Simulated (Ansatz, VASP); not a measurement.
**Ge in VASP and in Ansatz**

INCAR

```
AGGAC = 1.0 ; AGGAX = 1.0
ALDAC = 0.0 ; ALDAX = 1.0
ALGO = Normal ; EDIFF = 1E-7
EDIFFG = -0.005 ; ENCUT = 600
GGA = B5 ; IBRION = 2
ISIF = 3 ; ISMEAR = -1
LASPH = T ; LCHARG = F
LREAL = F ; LWAVE = F
NELM = 100 ; NSW = 40
PREC = Accurate ; SIGMA = 0.05
```

The input KPOINTS:

```
k-points
0
Gamma
  5 5 5
```

The input POSCAR:

```
Ge
1.0
    0.0000000000      2.8857400000      5.1156650000
    2.6304970000      0.0000000000      5.1156650000
    2.6304970000      2.8857400000      0.0000000000
Ge
4
Direct
    0.7264900000      0.2735100000      0.7264900000
    0.2735100000      0.7264900000      0.2735100000
    0.2181330000      0.2181330000      0.7818670000
    0.7818670000      0.7818670000      0.2181330000
```

input.yaml

```yaml
crystal:
  lattice:
    - [0.0, 2.88574, 5.115665]
    - [2.630497, 0.0, 5.115665]
    - [2.630497, 2.88574, 0.0]
  atoms:
    - { symbol: Ge, position: [0.72649, 0.27351, 0.72649] }
    - { symbol: Ge, position: [0.27351, 0.72649, 0.27351] }
    - { symbol: Ge, position: [0.218133, 0.218133, 0.781867] }
    - { symbol: Ge, position: [0.781867, 0.781867, 0.218133] }
hamiltonian:
  xc: blyp
  pseudopotentials: { kind: paw }
kpoints:
  mp_grid: { grid: [5, 5, 5] }
scf:
  occupations: { method: fermi_dirac, width: 0.05 }
output:
  forces: true
  stress: true
  eigenvalues: true
  write_density: true
  write_potential: true
  elf: true
  volumetric_format: npy
relax:
  f_tol: 0.01
  max_steps: 40
  cell: { stress_tol: 0.05 }
```

This isn't the form of Ge at room conditions, which is diamond.

Alike in both runs: task relaxation of cell and atoms; functional BLYP; k mesh 5 × 5 × 5; occupations fermi-dirac, width 0.05 eV; no spin polarisation.

|  | VASP | Ansatz |
| --- | --- | --- |
| version | VASP 6.6.1 | Ansatz 0.2.0 |
| potentials or method | VASP PAW PBE potentials, release 64 (Ge_d) | Ansatz PAW |
| plane-wave cutoff (eV) | 600 | 420 |
| valence electrons in the cell | 56 | 56 |

|  | VASP | Ansatz | Ansatz less VASP |
| --- | --- | --- | --- |
| gap on the k mesh at the Fermi level, each at its own relaxed structure (eV) | none | none | - |
| relaxed volume (Å³/atom) | 21.86 | 21.83 | -0.035 |
| relaxed cell length with the largest relative difference (Å) | 4.019 | 4.016 | -0.0023 |
| energy change over the relaxation (meV/atom) | -48 | -47 | +1.3 |

A gap of «none» marks a metal or a gap that the smearing closes.

Caveats: the PAW data sets were made with another functional, which shifts forces and pressure a little (VASP); the plane-wave basis is chosen anew once the cell has moved, so the energies of steps on either side of that aren't comparable (Ansatz); the PAW data sets come from PBE, with cores solved anew for the run's functional, which leaves a small shift of forces and pressure (Ansatz).
